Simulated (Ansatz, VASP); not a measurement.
# Si54C53 (V_C1) in two plane-wave programs

One calculation is typed for both programs; each brings its own data sets. How far apart do they land? The cell is taken from a series of runs on this material, whose earlier steps may have relaxed, scaled, displaced or heated it; both programs get it as it stands.

Method: plane waves, with VASP 6.6.1 beside it; single point at r2SCAN, in Ansatz 0.2.0.

**1. The starting structure**

The cell holds 107 atoms: 54 Si and 53 C. Its edges and angles: a = 9.236 Å, b = 9.236 Å, c = 15.108 Å, α = 90.0°, β = 90.0°, γ = 120.0°. It derives from SiC (SiC (P6_3mc)). Nearest the centre at fractional (0.556, 0.444, 0.542): Si53 at 1.83 Å, Si27 at 1.84 Å, Si29 at 1.85 Å, Si47 at 1.88 Å, C75 at 3.04 Å, C98 at 3.04 Å, C103 at 3.05 Å, C88 at 3.05 Å.

**2. Ansatz: single point, r2SCAN**

Ansatz runs on its PAW soft_1 files.

A single point gives forces, pressure and levels at one fixed geometry, so differences don't come from the geometry; what else differs is listed under the comparison.

Input file input.yaml:

```yaml
crystal:
  checkpoint: "../q0_M2.relax.run"
  host: checkpoint
basis:
  ecutwfc: 500
  xc_grid: 2
hamiltonian:
  xc: r2scan
  pseudopotentials: { kind: paw, azcp: { folder: soft_1 } }
kpoints:
  mp_grid: { grid: [2, 2, 2], shift: [0.5, 0.5, 0.5] }
magnetization:
  spin_polarized: true
  initial_magnetization: 2
  spin_locking: { lock_magnetization: hard }
scf:
  occupations: { method: fermi_dirac, width: 0.01 }
  max_iter: 60
output:
  forces: true
  eigenvalues: true
  charged_corrections:
    epsilon: [7.09, 7.09, 7.35]
    static_epsilon: [10.43, 10.43, 10.95]
    defect_position: [0.555556, 0.444444, 0.541528]
  eigenstates: { localisation: true }
  populations: true
  efg: {}
  band_densities: [{ bands: [v1, v1] }, { bands: [c1, c1] }]
  write_density: true
  write_potential: true
  volumetric_format: npy
checkpoint:
  read: "../q0_M2.relax.run"
  write: "../q0_M2.point.run"
  compress: false
  write_wavefunctions: false
  write_every: 100000
```

Command:

```console
$ ansatz run input.yaml --threads 4 --pin off --max-ram 15073MiB --backend cpu --events-out ev --progress --plain --runs-dir out
```

Numbers of over 12 decimals in the logs are rounded to 6 here.

What it wrote:

```text
Warning: This run holds its total moment fixed (magnetization.spin_locking.lock_magnetization: hard) and mixes its density by anderson or broyden (scf.mixing.algorithm, typed or taken by auto). Slabs with a fixed moment have converged under broyden above another state at the same moment, at the default mixing steps and at smaller ones, and under scf.lower_state_search: standard, light or off a state that such a mixer [...]
crystal.checkpoint: the structure is that of <dir>, a `relax` run, at its step 7: its result, under r2scan at a charge of 0 e; 107 atoms read, 0 with a starting moment; crystal.structure_sha256 for this input is
Engine: ansatz 0.2.0, aarch64-unknown-linux-gnu
Pseudopotentials: kind: paw
Pseudopotential: Si, paw, valence charge 4, recommended cutoff 500 eV (meta_gga), soft_1/Si.paw.azcp
Pseudopotential: C, paw, valence charge 4, recommended cutoff 500 eV (meta_gga), soft_1/C.paw.azcp
Functional definition: r2SCAN
  parameter k0 = 0.174
  parameter k1 = 0.065
  parameter a1 = 4.9479
  exchange = r2scan_x(k0 = k0, k1 = k1, a1 = a1)
  correlation = r2scan_c
Crystal: 107 atoms, lattice volume = 1116.095 Å³
Basis set: ecut = 500 eV, 28399 PW (Γ), exchange–correlation on 144×144×240 points (8 copies of the dense FFT grid, shifted against one another)
Bands: 322, of which v1, the nominal top of the filled ones, is band 214 counted from 1 (213 counted from 0)
Symmetry: 1 space group operations
Space group: P1 (ITA 1), of the structure as read, at distance tolerance 1.0e-4 Å
Magnetic group: BNS 1.1 (UNI 1), of the structure as read, at distance tolerance 1.0e-4 Å
k-points: 4 of 8 (time reversal used)
Non-local potential: Si, projectors of the file, l = 0: 2, l = 1: 2, l = 2: 1
Non-local potential: C, projectors of the file, l = 0: 2, l = 1: 2, l = 2: 1
PAW form: soft (Blöchl's): semilocal exchange-correlation on the pseudo side does not see the compensation charge
PAW frozen core: Si, regenerated for the run's functional (the file was generated under x = pbe(κ = 0.804, μ = 0.219515), c = pbe(β = 0.066725))
PAW frozen core: C, regenerated for the run's functional (the file was generated under x = pbe(κ = 0.804, μ = 0.219515), c = pbe(β = 0.066725))
PAW one-centre angular grid: Si, 302 points (default); XC on 160 Gauss nodes
PAW one-centre angular grid: C, 302 points (default); XC on 219 of its mesh's 2255 points in the sphere
Initial density: read from a saved state, or passed on in memory by an earlier SCF of this step, an earlier step, the calling program or the single point that the run made first
Stability of the state it starts from, as read at its close in the collinear treatment: not read, because the mixer in use, unlike msr1, does not test its closes by its own steps (another_mixer); its run was given moments
Starting moments: Σ|m| = 2 μB on 107 of 107 sites; this step starts from the density that it was given
Initial wavefunctions: pseudopotential atomic-orbital guess — the wavefunctions supplied were not used: k-point sampling differs
Functional: x = r2scan, c = r2scan; τ floored in thin density (d = 2e-4 eV/Å³)
iter 1 solved again at ethr=1.79e-5 eV; its pass at ethr=3.10e-3 eV (dr2=7.65e-2 eV) is discarded
SCF iter   1: F=—  HF=-47875.098059 eV  |F-HF|=—  |Δ(HF+E_count)|=         —  Δρ=1.60e-3 (↑1.60e-3 ↓1.55e-3)  dr2=7.44e-2  dr2_τ=1.27e-3  dr2_m=1.95e-3  M=2.000 μB ∫|m|=2.164 μB  β_m=1.20  ethr=1.79e-5  ⟨swp⟩=8.4  Hψ=19168  notcnv=0
preconditioner: auto → Resta (q_TF=auto, 2.325 Å⁻¹)  ε∞=4.3  [insulator: Δε(μ)=0.431 eV  Ē_g=12.672 eV  σ=0.010 eV  W_gap=1.00  n_scr=244 (ndim 8)  ℏωp=23.0 eV  f_vac=0.000  D(μ)=0.00/eV (n_scr^D=0)  ε∞_Penn≈4.3]
spin=Collinear: Resta preconditioning applied to the charge; magnetization (m = ρ↑ − ρ↓) channel mixes plain (no charge-response kernel on spin).
SCF iter   2: F=—  HF=-47875.108221 eV  |F-HF|=—  |Δ(HF+E_count)|=   1.02e-2  Δρ=1.10e-3 (↑1.10e-3 ↓1.09e-3)  dr2=3.46e-2  dr2_τ=1.29e-4  dr2_m=1.08e-4  M=2.000 μB ∫|m|=2.162 μB  β_m=1.20  ethr=1.74e-5  ⟨swp⟩=3.5  Hψ=5189  notcnv=0  κ⁻¹=1.0e0(r=1)
SCF iter   3: F=—  HF=-47875.112001 eV  |F-HF|=—  |Δ(HF+E_count)|=   3.78e-3  Δρ=4.89e-4 (↑4.73e-4 ↓4.89e-4)  dr2=5.69e-3  dr2_τ=2.33e-5  dr2_m=4.81e-5  M=2.000 μB ∫|m|=2.163 μB  β_m=1.20  ethr=8.08e-6  ⟨swp⟩=4.9  Hψ=5596  notcnv=0  κ⁻¹=7.2e-2(r=2)
[...]
k-point 3 ↓: bands = [... 210 lower, 9.0047, 9.0217, 9.2327, 11.7432, 11.8791, 12.0067, 12.2326, 12.2565, ... 104 higher]
--- Löwdin populations: 107 sites ---
  site symbol       q [e]    m [muB]
     0     Si      2.9328     0.0001
     1     Si      2.9357     0.0036
     2     Si      2.9418    -0.0005
     3     Si      2.9483     0.0003
     4     Si      2.9323     0.0227
     5     Si      2.9482    -0.0000
     6      C      4.9848     0.0001
     7      C      4.9850    -0.0001
     8      C      4.9721    -0.0004
     9      C      4.9685     0.0010
    10      C      4.9653     0.0515
    11      C      4.9728    -0.0000
    12     Si      2.9333    -0.0003
    13     Si      2.9365     0.0067
    14     Si      2.9428    -0.0001
    15     Si      2.9481     0.0024
    16     Si      2.9514     0.0217
    17     Si      2.9477     0.0000
    18      C      4.9843    -0.0000
    19      C      4.9837     0.0003
    20      C      4.9711     0.0013
    21      C      4.9688     0.0020
    22      C      4.9491     0.0360
    23      C      4.9728     0.0020
[...]
99     Si      3.2593     0.3096
   100     Si      2.9475     0.0003
   101      C      4.9850     0.0001
   102      C      4.9537     0.0197
   103      C      4.9721    -0.0004
   104      C      4.9683     0.0007
   105      C      4.9661     0.0543
   106      C      4.9728    -0.0000
  spilling = 0.010301 (of n_electrons = 428.000000)
--- Band densities, each state counted as filled ---
  window                                       electrons  max residual (eV)  cut levels
  bands: [v1, v1]                    1.000000 + 1.000000             4.6e-4           0
  bands: [c1, c1]                    1.000000 + 1.000000             3.9e-4           0
```

In the SCF lines HF is the Harris–Foulkes energy and dr2 the Hartree energy of the density residual, in eV; the loop may stop once dr2 is under the threshold and the program's other checks hold. Hψ counts applications of the Hamiltonian.

**3. VASP: single point, r2SCAN**

The same cell, functional, mesh and smearing now go to VASP, with its own data sets.

Lines of VASP's logs that name or quote its potential files are left out, and so is its time.

Input file INCAR:

```
SYSTEM = Si54C53
PREC = Accurate
ENCUT = 580
EDIFF = 1E-06
NELM = 200
ISMEAR = -1
SIGMA = 0.01
LREAL = Auto
ALGO = Normal
METAGGA = R2SCAN
LASPH = .TRUE.
NBANDS = 288
ISPIN = 2
MAGMOM = 0 0 0 0 0.01 -0 -0 0 0 0 0.01 0 0 -0 0 0 0 0 0 0 -0 0 0 0 0 0 0.06 0 0.08 0 -0 0 0 0 -0 0 0 0 0 0 0.01 0 0 0 -0 0 0.08 0 0 0 0 0 0.07 0 0 -0 -0 0 0.04 -0 -0 0 0 0 0.03 0 0 -0 -0 0 0 0 0 -0 0.02 0 0.02 0 -0 0.02 0.04 -0 -0 0.01 -0 0 0 0.03 0 -0 0 0 0 -0 -0 0 0.03 0.02 0 0.03 0 -0 0.02 -0 0 0.04 -0
LORBIT = 11
LWAVE = .FALSE.
LCHARG = .FALSE.
ISIF = 2
ISYM = 0
NUPDOWN = 2
GGA_COMPAT = .FALSE.
LMIXTAU = .TRUE.
```

Input file POSCAR:

```
Si54C53
1.0
    9.2359949282      0.0000000000      0.0000000000
   -4.6179974641      7.9986062370      0.0000000000
    0.0000000000      0.0000000000     15.1078644027
Si C
54 53
Direct
    0.1110967521      0.2217432062      0.8326628597
    0.2227616906      0.1102859436      0.3334463058
    0.2213265948      0.1104687737      0.6659980978
[... 1 atom line left out ...]
    0.9997940285      0.9993749441      0.4993707431
[... 2 atom lines left out ...]
    0.2234605624      0.4436207928      0.3337167424
    0.2206225540      0.4445271698      0.6665552484
[... 1 atom line left out ...]
    0.9998356496      0.3322340814      0.4992021584
[... 5 atom lines left out ...]
    0.0011941203      0.6667503892      0.4995230847
[... 1 atom line left out ...]
    0.4450907759      0.2236737121      0.8316948823
    0.5555444042      0.1088875009      0.3319992953
    0.5555881256      0.1130699720      0.6654365346
[... 1 atom line left out ...]
    0.3329606899      0.9986857444      0.4994726824
[... 1 atom line left out ...]
    0.4438358214      0.5558699364      0.8334365758
    0.5561372192      0.4430936884      0.3327371515
    0.5503627659      0.4506086855      0.6632489467
[... 1 atom line left out ...]
    0.3354515951      0.3277587768      0.5032012247
[... 2 atom lines left out ...]
    0.5557785807      0.7758175536      0.3338696268
    0.5551670682      0.7791047120      0.6665553096
[... 1 atom line left out ...]
    0.3342885205      0.6652880034      0.4998602980
[... 5 atom lines left out ...]
    0.6672767697      0.9996200575      0.4991928194
[... 1 atom line left out ...]
    0.7763824950      0.5548558886      0.8318229039
    0.8906011232      0.4439685463      0.3319866406
    0.8868913944      0.4442574059      0.6655356628
[... 1 atom line left out ...]
    0.6650049452      0.3358029792      0.4950206259
[... 2 atom lines left out ...]
    0.8889441692      0.7764276174      0.3335509103
    0.8894179339      0.7784682522      0.6660833910
[... 1 atom line left out ...]
    0.6713364465      0.6622542487      0.5037701028
[... 3 atom lines left out ...]
    0.1108379444      0.2219405100      0.7078411273
[... 1 atom line left out ...]
    0.2195813279      0.1063698148      0.5417272595
[... 5 atom lines left out ...]
    0.2237389986      0.4434250631      0.5418763190
[... 2 atom lines left out ...]
    0.0003875080      0.6659537136      0.3743313046
[... 5 atom lines left out ...]
    0.3335321175      0.9991637707      0.3742878273
    0.4447511408      0.2249352717      0.7056302350
[... 1 atom line left out ...]
    0.5554173570      0.1125206534      0.5407568247
[... 2 atom lines left out ...]
    0.3353445955      0.3329690903      0.3761491778
    0.4414810723      0.5582464123      0.7093569190
    0.5556322500      0.4437937204      0.2078221547
[... 2 atom lines left out ...]
    0.3334460886      0.6659436665      0.3747512862
[... 2 atom lines left out ...]
    0.5561800880      0.7754134099      0.5419046416
[... 3 atom lines left out ...]
    0.7774321314      0.2223394374      0.7075248624
[... 4 atom lines left out ...]
    0.6679630509      0.3315356643      0.3712292663
    0.7753235512      0.5552721320      0.7059472791
[... 1 atom line left out ...]
    0.8877310980      0.4444019697      0.5408659004
[... 2 atom lines left out ...]
    0.6661168210      0.6635802777      0.3764078525
    0.7777678086      0.8888452520      0.7078602191
[... 1 atom line left out ...]
    0.8930795239      0.7796815429      0.5417962402
    0.7780228894      0.8882365157      0.0415003880
```

Input file KPOINTS:

```
Points of the shifted mesh
8
Reciprocal
 0.2500000000  0.2500000000  0.2500000000 1
 0.2500000000  0.2500000000  0.7500000000 1
 0.2500000000  0.7500000000  0.2500000000 1
 0.2500000000  0.7500000000  0.7500000000 1
 0.7500000000  0.2500000000  0.2500000000 1
 0.7500000000  0.2500000000  0.7500000000 1
 0.7500000000  0.7500000000  0.2500000000 1
 0.7500000000  0.7500000000  0.7500000000 1
```

The projector-augmented-wave data sets are Si and C (PBE family, release 64).

Command:

```console
$ export OMP_NUM_THREADS=3
$ mpirun -np 1 vasp_std
```

What it wrote:

```text
[banner, memory and clock lines left out]
running    1 mpi-ranks, on    1 nodes
[...]
Offloading initialized ...    1 GPUs detected
[...]
|                                                                             |
|               ----> ADVICE to this user running VASP <----                  |
|                                                                             |
|     You enforced a specific xc type in the INCAR file but a different       |
|     [... a line on the potential file left out ...]
|     I HOPE YOU KNOW WHAT YOU ARE DOING!                                     |
|                                                                             |

 LDA part: xc-table for (None), standard interpolation
 POSCAR, INCAR and KPOINTS ok, starting setup
[...]
entering main loop
       N       E                     dE             d eps       ncg     rms          rms(c)
DAV:   1     0.121365887517E+04    0.12137E+04   -0.21512E+05  9216   0.152E+03
DAV:   2    -0.102025473315E+04   -0.22339E+04   -0.21066E+04 11224   0.256E+02
DAV:   3    -0.118445144817E+04   -0.16420E+03   -0.16222E+03 11216   0.643E+01
DAV:   4    -0.118830777782E+04   -0.38563E+01   -0.38370E+01 11136   0.107E+01
[...]
DAV:  17    -0.102872104009E+04   -0.21613E-05   -0.17461E-06  5976   0.263E-03    0.404E-03
DAV:  18    -0.102872104187E+04   -0.17773E-05   -0.92973E-07  6592   0.178E-03    0.191E-03
DAV:  19    -0.102872104216E+04   -0.29416E-06   -0.36917E-07  5440   0.107E-03
   1 F= -.10287210E+04 E0= -.10287210E+04  d E =-.168907E-10  mag=     2.0000
```

OUTCAR, selected parts (step 3):

```text
  FREE ENERGIE OF THE ION-ELECTRON SYSTEM (eV)
  ---------------------------------------------------
  free  energy   TOTEN  =     -1028.7210421602 eV

  energy  without entropy=    -1028.7210421602  energy(sigma->0) =    -1028.72104216

 magnetization (x)
# of ion       s       p       d       tot
------------------------------------------
    1        0.000   0.000   0.000   0.000
    2        0.000   0.001   0.000   0.001
    3        0.001   0.000   0.000   0.001
    4        0.000   0.000   0.000   0.000
    5        0.005   0.010   0.000   0.015
    6       -0.000  -0.000   0.000  -0.000
    7        0.000  -0.000   0.000  -0.000
    8        0.000   0.002   0.000   0.003
    9        0.001   0.000   0.000   0.001
   10        0.000   0.001   0.000   0.001
   11        0.004   0.008   0.000   0.012
   12       -0.000  -0.000   0.000  -0.000
   13       -0.000  -0.000   0.000  -0.000
[...]
--------------------------------------------------
tot          0.232   0.678   0.000   0.910
```

The run ends at a pressure of -0.60 GPa, with forces up to 0.11 eV/Å.

**4. Side by side**

Known differences besides the potentials themselves: VASP starts from the moments at which Ansatz ended; VASP keeps PBE cores, Ansatz makes them for the functional; the cutoff is 500 eV in Ansatz and 580 eV in VASP (PREC = Accurate, projectors in real space); site moments are counted in spheres of each program's own size. Total energies have different zeros and are not compared.

Both answers:

```tsv
quantity	Ansatz	VASP	difference
total moment, fixed by the input (μB)	2.00	2.00	0.00
moment on Si29 (μB)	0.08	0.14	-0.06
moment on Si47 (μB)	0.08	0.14	-0.06
moment on Si53 (μB)	0.07	0.12	-0.05
moment on Si27 (μB)	0.06	0.11	-0.05
```

Forces on 9 of the 107 atoms, those with the largest forces and the largest differences (eV/Å; atoms numbered as in POSCAR):

```tsv
atom	Ansatz x, y, z	VASP x, y, z
Si3	0.045, -0.010, 0.090	0.048, -0.010, 0.086
Si17	0.084, -0.054, 0.013	0.083, -0.057, 0.017
Si29	-0.060, -0.002, -0.019	-0.071, -0.012, -0.021
Si47	0.077, -0.045, -0.018	0.089, -0.052, -0.024
Si51	0.038, -0.031, 0.093	0.039, -0.033, 0.090
Si53	-0.016, 0.068, -0.010	-0.013, 0.082, -0.011
C59	-0.005, -0.097, 0.020	-0.002, -0.101, 0.024
C80	0.038, -0.051, -0.074	0.041, -0.046, -0.080
C103	0.079, -0.022, -0.040	0.077, -0.027, -0.046
```

The forces differ by 2.9 meV/Å r.m.s., which is 7.4 % of the r.m.s. force of 0.039 eV/Å (both taken over all components).

**5. Outcome**

```json
{"r.m.s. force difference (single point, r2SCAN)": "2.9 meV/Å"}
```

What this shows: The r.m.s. force difference is 2.9 meV/Å (single point, r2SCAN), within the 12 meV/Å picked in this series as the mark of a large difference. Such differences can come from data sets, numerical settings and the points named under the comparisons, not from the functional's error against experiment.

[Lines on the potential files, build, host, timing and source positions are cut from VASP's logs without a mark.]

[Logs are printed without paths, hosts, clocks, repeated set-up lines and the standing remarks that a program may print on its own settings, such as how far it seeks lower states.]

[Hosts, paths, dates, database ids (printed as entryN), source tags and the programs' standing remarks are cut or masked in the printed files.]
